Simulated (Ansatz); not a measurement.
# Structure relaxation of TiAl3

Method: Ansatz, DFT PBE, scalar-relativistic, plane waves, PAW. Cutoff 420 eV, Γ-centred k mesh, Gaussian smearing, no spin polarisation in the final step.

TiAl3 was placed on the sites of a reported ZrAl3 cell (I4/mmm, No. 139), with Ti in place of Zr, at a guessed volume.

```
Ti Al
1.0
    -1.95480    1.95480    8.44768
     1.95480   -1.95480    8.44768
     1.95480    1.95480   -8.44768
Ti Al
2 6
Direct
  0.11886 0.11886 0.00000
  0.88114 0.88114 0.00000
  0.50000 0.00000 0.50000
  0.00000 0.50000 0.50000
  0.75000 0.25000 0.50000
  0.25000 0.75000 0.50000
  0.37498 0.37498 0.00000
  0.62502 0.62502 0.00000
```

Cell and atoms relax at zero pressure; the relaxation can't lower the symmetry of the start.

Energies over the elements count from the elements' standard structures at the same level, with no empirical corrections.

(1) What does it relax into?

(2) What are its volume, energy, density and gap?

Answers

(1) It keeps I4/mmm (No. 139). Conventional cell: a = 3.899 Å, c = 16.668 Å. Around Ti lie 12 Al at 2.76–2.93 Å; Al on Wyckoff site c (2 atoms of the primitive cell) has 8 Al at 2.76–2.85 Å and 4 Ti at 2.78 Å; Al on Wyckoff site d (2 atoms of the primitive cell) has 8 Al at 2.76–2.86 Å and 4 Ti at 2.93 Å; Al on Wyckoff site e (2 atoms of the primitive cell) is coordinated by 4 Ti at 2.76 Å and 8 Al at 2.85–2.86 Å.

```
Ti Al
1.0
    -1.94931    1.94931    8.33385
     1.94931   -1.94931    8.33385
     1.94931    1.94931   -8.33385
Ti Al
2 6
Direct
  0.11913 0.11913 0.00000
  0.88087 0.88087 0.00000
  0.50000 0.00000 0.50000
  0.00000 0.50000 0.50000
  0.75000 0.25000 0.50000
  0.25000 0.75000 0.50000
  0.37518 0.37518 0.00000
  0.62482 0.62482 0.00000
```

(2) The volume per atom is 15.83 Å³. The density is 3.38 g/cm³ and the energy over the elements is -0.40 eV/atom. The gap on the 12×12×12 mesh is 0 eV (a metal).

The final run used a 12×12×12 mesh on its 8-atom cell and 0.10 eV smearing. The k mesh leaves about 4 meV/atom of noise in metals. Symmetry constrained the relaxation, so the result can be a saddle point.